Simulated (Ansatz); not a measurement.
**S (hcp type): how the settings move a single-point run**

Aim: see which settings change the result for S (hcp type), by how much, and at what cost.

Computed with Ansatz 0.2.0 (reference: DFT, PBE, PAW with Ansatz's default frozen-core files, scalar-relativistic, unless a step's input says otherwise).

### Step 1. The system as given

The structure is hexagonal, space group P6_3/mmc (No. 194). The conventional cell has a = 2.894 Å, b = 2.894 Å, c = 4.688 Å, α = 90.00°, β = 90.00°, γ = 120.00°. S (site symmetry -6m2) has 12 S at 2.88 to 2.89 Å in its first shell of neighbours.

Structure file:

```
CELL_PARAMETERS angstrom
2.89386 0.00000 0.00000
-1.44693 2.50616 0.00000
0.00000 0.00000 4.68806
ATOMIC_POSITIONS crystal
S 0.33333 0.66667 0.25000
S 0.66667 0.33333 0.75000
```

### Step 2. Reference

input.yaml reads:

```yaml
crystal:
  lattice:
    - [2.8938615997, 0.0, 0.0]
    - [-1.4469307998, 2.5061576603, 0.0]
    - [0.0, 0.0, 4.6880557914]
  atoms:
    - { symbol: S, position: [0.3333333333, 0.6666666667, 0.25] }
    - { symbol: S, position: [0.6666666667, 0.3333333333, 0.75] }
kpoints:
  mp_grid: { grid: [12, 12, 7] }
scf:
  occupations: { method: fermi_dirac, width: 0.05 }
hamiltonian:
  xc: pbe
  pseudopotentials: { kind: paw }
output:
  forces: true
  stress: true
  eigenvalues: true
  populations: true
```

The run is started by

```
$ ansatz run input.yaml --threads 1 --pin off --max-ram 2048MiB --backend cpu --events-out ev --progress --plain --runs-dir out
```

### Step 3. Changing settings: chi_scale 0.1

Edit input.yaml of step 2 so:

```diff
@@ -12,2 +12,3 @@
   occupations: { method: fermi_dirac, width: 0.05 }
+  initial_density: { chi_scale: 0.1 }
 hamiltonian:
```

Q: Predict the outcome of this session. Wanted: for each run, ending; energy change; pressure; gap; force.

**Answer**, as computed:

| run | ending | energy change | pressure (GPa) | gap (eV) | force (eV/Å) | cycles | time |
| --- | --- | --- | --- | --- | --- | --- | --- |
| reference | converged | 0 | -4.7 | 0.00 | 0.00 | 6 | 1.2 s |
| 1: chi_scale 0.1 | converged | 0.0 meV/atom | -4.7 | 0.00 | 0.00 | 6 | 1.2 s |

Residual by cycle in the longest SCF loop of each run; runs are numbered as in the table. The quantity is the density residual dr2, in eV.

| cycle | reference | run 1 |
| --- | --- | --- |
| 1 | 0.00166 | 0.0318 |
| 2 | 5.3e-4 | 0.0112 |
| 3 | 4.5e-6 | 1.7e-5 |
| 4 | 2.0e-7 | 1.9e-6 |
| 5 | 1.9e-8 | 1.4e-8 |
| 6 | 6.4e-10 | 2.5e-10 |

Energy and cycle count are those of the reference, so the change (start) left the result and the number of cycles as they were. Semilocal functionals close small gaps, so the missing gap need not be the real solid's.
